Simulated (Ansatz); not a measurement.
## Moving the knobs of a GW run on AlP (F-43m)

A base run on AlP (F-43m), then changed inputs.

Program: Ansatz 0.2.0. Level of theory: G0W0 on PBE, plane waves, PAW; PAW set soft_1. Results are calculated unless marked as measured.

This is a report of a sequence of runs, with most program output left out.

### 1. The starting structure

Symmetry: F-43m, No. 216, cubic system. The conventional cell has a = 5.473 Å, b = 5.473 Å, c = 5.473 Å, α = 90.00°, β = 90.00°, γ = 90.00°. Nearest to Al lie 4 P at 2.37 Å. Nearest to P lie 4 Al at 2.37 Å. Farther neighbours are not listed.

Coordinates:

```cif
data_structure
_symmetry_space_group_name_H-M 'F-43m'
_symmetry_Int_Tables_number 216
_cell_length_a 5.4730
_cell_length_b 5.4730
_cell_length_c 5.4730
_cell_angle_alpha 90.000
_cell_angle_beta 90.000
_cell_angle_gamma 90.000
_cell_volume 163.93
loop_
_atom_site_label
_atom_site_type_symbol
_atom_site_symmetry_multiplicity
_atom_site_Wyckoff_symbol
_atom_site_fract_x
_atom_site_fract_y
_atom_site_fract_z
_atom_site_occupancy
Al1 Al 4 a 0.00000 0.00000 0.00000 1
P1 P 4 c 0.25000 0.25000 0.25000 1
```

The cell and positions are those that the Materials Project relaxed with its own functionals (PBE, PBE+U or r2SCAN), kept fixed.

### 2. The base run: 4×4×4 mesh, 122 empty bands, screening to 120 eV, PAW set soft_1 files

G0W0 replaces the xc potential by the self-energy, built once from these orbitals. Only a window of levels is corrected, while the sums run over the empty bands that the input names. This step takes PAW set soft_1 files.

The input, input.yaml:

```yaml
crystal:
  lattice:
    - [0.0, 2.736483713, 2.736483713]
    - [2.736483713, 0.0, 2.736483713]
    - [2.736483713, 2.736483713, 0.0]
  atoms:
    - { symbol: Al, position: [0.0, 0.0, 0.0] }
    - { symbol: P, position: [0.75, 0.75, 0.75] }
kpoints:
  mp_grid: { grid: [4, 4, 4] }
hamiltonian:
  xc: pbe
  pseudopotentials: { kind: paw, azcp: { folder: soft_1 } }
scf:
  occupations: { method: fixed }
gw:
  n_empty_bands: 122
  ecut_chi: 120
  qp_bands: [v2, c2]
  qp_kpoints: band_edges
  screening: { model: contour_deformation }
```

Launch:

```sh
ansatz run input.yaml --threads 3 --pin off --max-ram 92160MiB --backend cuda --events-out ev --progress --plain --runs-dir out --devices 1 --max-vram 13GiB
```

It took 13 s on 1 × NVIDIA H100 80GB HBM3 (shared by 6 runs) with 3 threads of AMD EPYC 7R13 (Zen 3), shared host; peak memory 1 GiB.

Numbers from this step:

| Quantity | Value |
| --- | --- |
| bands summed | 126 |
| RPA ε∞ on this mesh (eigenvalues) | 10.81, 10.81, 10.81 |
| plane waves in the screening matrix | 113 |
| q-points in the mesh | 64 |
| G0W0 gap on the mesh | 2.261 eV |
| k of the valence top | 0, 0, 0 |
| k of the conduction bottom | 0, -0.5, -0.5 |
| starting gap on the mesh | 1.571 eV |
| Z at the valence top | 0.7615 |
| Z at the conduction bottom | 0.7898 |
| least direct G0W0 gap on the computed points | 4.187 eV |

The gap on the mesh goes from 1.57 eV to 2.26 eV, a correction of +0.69 eV. Between the two edge states, bare exchange in place of the xc potential would open the gap by 6.05 eV, and correlation takes back 5.36 eV.

### 3. Variant: all filled levels at the zone centre

input.yaml, as its differences from that of step 2:

```diff
@@ -16,6 +16,6 @@
 gw:
-  n_empty_bands: 122
-  ecut_chi: 120
-  qp_bands: [v2, c2]
-  qp_kpoints: band_edges
+  n_empty_bands: 93
+  ecut_chi: 100
+  qp_bands: [lowest, c2]
+  qp_kpoints: [[0, 0, 0]]
   screening: { model: contour_deformation }
```

The job ended after 8.2 s (1 × NVIDIA H100 80GB HBM3 (shared by 6 runs) with 3 threads; peak memory 1 GiB).

Absolute levels on the run's own zero. QP, by row:

```csv
k index,band,KS (eV),Sigma_x (eV),Sigma_c (eV),Vxc (eV),Z,QP linearised (eV),QP (eV),source,doubts
0,1,-6.459,-20.28,6.824,-12.95,0.6836,-6.981,-6.967,root,
0,2,5.003,-16.02,1.645,-13.81,0.7621,4.438,4.442,root,
0,3,5.003,-16.02,1.645,-13.81,0.7621,4.438,4.442,root,
0,4,5.003,-16.02,1.645,-13.81,0.7621,4.438,4.442,root,
0,5,8.245,-8.416,-4.322,-13.1,0.7748,8.61,8.608,root,
0,6,9.531,-6.277,-4.438,-11.09,0.7678,9.904,9.902,root,
```

Against the base:

```csv
setting,base,variant
empty bands,122,93
screening cutoff (eV),120,100
levels asked,v2 to c2,lowest to c2
points asked,band edges,"[[0, 0, 0]]"
```

### 4. Variant: larger pair-density box

input.yaml, as its differences from that of step 3:

```diff
@@ -18,4 +18,5 @@
   ecut_chi: 100
-  qp_bands: [lowest, c2]
-  qp_kpoints: [[0, 0, 0]]
+  qp_bands: [v2, c2]
+  qp_kpoints: band_edges
   screening: { model: contour_deformation }
+  ecutfock_ratio: 2
```

Run time: 7.1 s. Hardware: 1 × NVIDIA H100 80GB HBM3 (shared by 6 runs) with 3 threads; peak memory 1 GiB; 5.6 s of CPU time.

The G0W0 gap on the mesh is 2.216 eV.

Against the base:

```csv
setting,base,variant
empty bands,122,93
screening cutoff (eV),120,100
ecutfock ratio,-,2
```

```csv
quantity,variant,base
starting gap on the mesh,1.571,1.571
G0W0 gap on the mesh,2.216,2.261
least direct G0W0 gap on the computed points,4.167,4.187
Z at the valence top,0.762,0.761
Z at the conduction bottom,0.790,0.790
```

### 5. What came out

```
base                                 : 2.26 eV, 13 s
all filled levels at the zone centre : direct gap at the listed points 4.17 eV, 8.2 s
larger pair-density box              : 2.22 eV, 7.1 s
```

All filled levels at the zone centre: only the listed points were computed; the least direct gap there is 4.17 eV, with empty bands, screening cutoff, levels asked and points asked changed against the base. Larger pair-density box: the gap moves by −0.05 eV. The variant differs from the base in empty bands, screening cutoff and ecutfock ratio together, so the change can't be laid to one of them. All runs here use a coarse mesh and modest cutoffs; they test settings and are not final values. The 4×4×4 mesh is coarse for this cell (its supercell is 15 Å along the shortest edge). The RPA ε∞ on it, from the PBE start, is 10.81; such meshes misread the long-range screening, most where the gap is narrow.

[Paths, hosts, dates, memory and timing lines, banners, echoed tables and standing remarks are left out of the program output.]

[Logs are printed without paths, hosts, clocks, repeated set-up lines and the standing remarks that a program may print on its own settings, such as how far it seeks lower states.]

[Runs of the session that timed out or met a known fault of the program may be left out.]

[Cells called generated may have been cut or substituted from an entry of the Crystallography Open Database or the Materials Project.]

[Hosts, paths, dates, database ids (printed as entryN), source tags and the programs' standing remarks are cut or masked in the printed files.]
